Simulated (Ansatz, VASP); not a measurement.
This is a calculation of MgTe for VASP 6.6.1.

INCAR

```
PREC     = Accurate       # precision mode
ENCUT    = 520            # plane-wave cutoff, eV
EDIFF    = 1E-7           # SCF threshold, eV
ISMEAR   = -1             # smearing method
SIGMA    = 0.05           # smearing width, eV
LREAL    = F              # projectors in reciprocal space
LASPH    = T              # aspherical terms in the spheres
NELM     = 60             # most SCF steps
ALGO     = Normal         # electronic algorithm
ISIF     = 2              # what is computed and relaxed
LWAVE    = F              # write WAVECAR
LCHARG   = F              # write CHGCAR
GGA      = PE             # functional
NBANDS   = 16             # bands
```

File KPOINTS:

```
regular mesh
0
Gamma
  7 7 4
```

Contents of POSCAR:

```
MgTe
1.0
    4.5794805053      0.0000000000      0.0000000000
   -2.2897402526      3.9659464537      0.0000000000
    0.0000000000      0.0000000000      7.4264584300
Te Mg
2 2
Direct
    0.6666666667      0.3333333333      0.8850000000
    0.3333333333      0.6666666667      0.3850000000
    0.6666666667      0.3333333333      0.5000000000
    0.3333333333      0.6666666667      0.0000000000
```

Potentials or basis: VASP PAW PBE potentials, release 64 (Te, Mg).

Command:

```bash
$ cat potpaw_PBE.64/Te/POTCAR potpaw_PBE.64/Mg/POTCAR > POTCAR
$ mpirun -np 1 vasp_std > vasp.out
```

Problem. Set up the same calculation for Ansatz 0.2.0. Potentials there: Ansatz PAW.

Solution. As run (the cutoff follows the program's own potentials):

input.yaml

```yaml
crystal:
  lattice:
    - [4.5794805053, 0.0, 0.0]
    - [-2.2897402526, 3.9659464537, 0.0]
    - [0.0, 0.0, 7.42645843]
  atoms:
    - { symbol: Te, position: [0.6666666667, 0.3333333333, 0.885] }
    - { symbol: Te, position: [0.3333333333, 0.6666666667, 0.385] }
    - { symbol: Mg, position: [0.6666666667, 0.3333333333, 0.5] }
    - { symbol: Mg, position: [0.3333333333, 0.6666666667, 0.0] }
hamiltonian:
  xc: pbe
  pseudopotentials: { kind: paw }
kpoints:
  mp_grid: { grid: [7, 7, 4] }
scf:
  occupations: { method: fermi_dirac, width: 0.05 }
output:
  forces: true
  stress: true
  eigenvalues: true
```

Potentials or basis: Ansatz PAW.

Run with:

```sh
$ ansatz run input.yaml --threads 1 --pin off --max-ram 3584MiB --backend cpu --events-out ev --progress --plain --runs-dir out
```

Both were run:

|  | VASP | Ansatz | Ansatz less VASP |
| --- | --- | --- | --- |
| gap on the k mesh at the Fermi level (eV) | 2.37 | 2.38 | +0.010 |
| least direct gap on the mesh (eV) | 2.37 | 2.38 | +0.010 |
| pressure (GPa) | 0.8 | 0.8 | +0.01 |
| largest component of the traceless stress (GPa) | 0.73 | 0.73 | -0.002 |
| rms of the force components (eV/Å) | 0.123 | 0.122 | -0.0009 |

Atom by atom the forces differ by 0.001 eV/Å (rms over components). The functional is the same, so the differences come from potentials, cutoffs and numerics. The two sets of potentials don't hold the same shells in valence.

Caveats: spin-orbit coupling is left out, which moves the levels of the heavy elements; odd divisions of the mesh miss points on the zone boundary, where band edges often lie, so the gap on the mesh can be too wide (Ansatz).
